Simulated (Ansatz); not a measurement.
# Co: equation of state

An exercise on one series of results from a longer session: the logs are not shown, and one member is left open.

This is Co in the diamond structure; at room conditions it is hcp.

Program: Ansatz 0.2.0. Level of theory: DFT PBE, scalar-relativistic. These are calculated values, not measurements.

**The structure to begin with**

Symmetry: Fd-3m, No. 227, cubic system. Conventional cell: a = 5.079 Å, b = 5.079 Å, c = 5.079 Å, α = 90.00°, β = 90.00°, γ = 90.00°. Co (site symmetry -43m) is surrounded by 4 Co at 2.20 Å.

As a file:

```cif
data_structure
_symmetry_space_group_name_H-M 'Fd-3m:1'
_symmetry_Int_Tables_number 227
_cell_length_a 5.0786
_cell_length_b 5.0786
_cell_length_c 5.0786
_cell_angle_alpha 90.000
_cell_angle_beta 90.000
_cell_angle_gamma 90.000
_cell_volume 130.99
loop_
_atom_site_label
_atom_site_type_symbol
_atom_site_symmetry_multiplicity
_atom_site_Wyckoff_symbol
_atom_site_fract_x
_atom_site_fract_y
_atom_site_fract_z
_atom_site_occupancy
Co1 Co 8 b 0.00000 0.00000 0.50000 1
```

The file gives the conventional cell by its symmetry; the runs use the cell typed in the input.

The structure (diamond type) was typed from a prototype and relaxed by PAW; whether it is the ground state wasn't tested.

Atoms are numbered in the order of the input: Co1, Co2.

The first run:

File input.yaml:

```yaml
crystal:
  lattice:
    - [0.0, 2.4878961276, 2.4878961276]
    - [2.4878961276, 0.0, 2.4878961276]
    - [2.4878961276, 2.4878961276, 0.0]
  atoms:
    - { symbol: Co, position: [0.0, 0.0, 0.0], spin: 2.0 }
    - { symbol: Co, position: [0.25, 0.25, 0.25], spin: 2.0 }
magnetization:
  spin_polarized: true
kpoints:
  mp_grid: { grid: [12, 12, 12] }
scf:
  occupations: { method: fermi_dirac, width: 0.05 }
hamiltonian:
  xc: pbe
  pseudopotentials: { kind: all_electron, lapw: { basis_error: 0.0005 } }
output:
  forces: true
  stress: true
  eigenvalues: true
```

Run with:

```sh
$ ansatz run input.yaml --threads 1 --pin off --max-ram 3072MiB --backend cpu --events-out ev --progress --plain --runs-dir out
```

Among the steps run: Volume × 0.9405, LAPW; Volume × 0.9405, PAW; Volume × 0.9405, crystal datasets; Volume × 0.98, LAPW; Volume × 0.98, PAW; Volume × 1.02, LAPW; Volume × 1.02, PAW; Volume × 1.06, LAPW; Volume × 1.06, PAW; Volume × 1.06, crystal datasets.

One of the session's tables, all rows but one given; the rest of the session is left out.

```
          method  volume (Å³/atom)  moment Co1 (μB)
            LAPW            15.399             1.73
            LAPW            16.046             1.75
            LAPW            16.373             1.76
            LAPW            16.701             1.77
            LAPW            17.356                ?
             PAW            15.399             1.70
             PAW            16.046             1.73
             PAW            16.373             1.74
             PAW            16.701             1.75
             PAW            17.356             1.78
crystal datasets            15.399             1.70
crystal datasets            16.373             1.75
crystal datasets            17.356             1.78
```

Estimate the missing values for LAPW, 17.356.

The run gave: moment Co1 (μB): 1.80. In the column «moment Co1 (μB)» it is the highest.

Caveats from the session: Warnings in the runs' records: crystal datasets made.
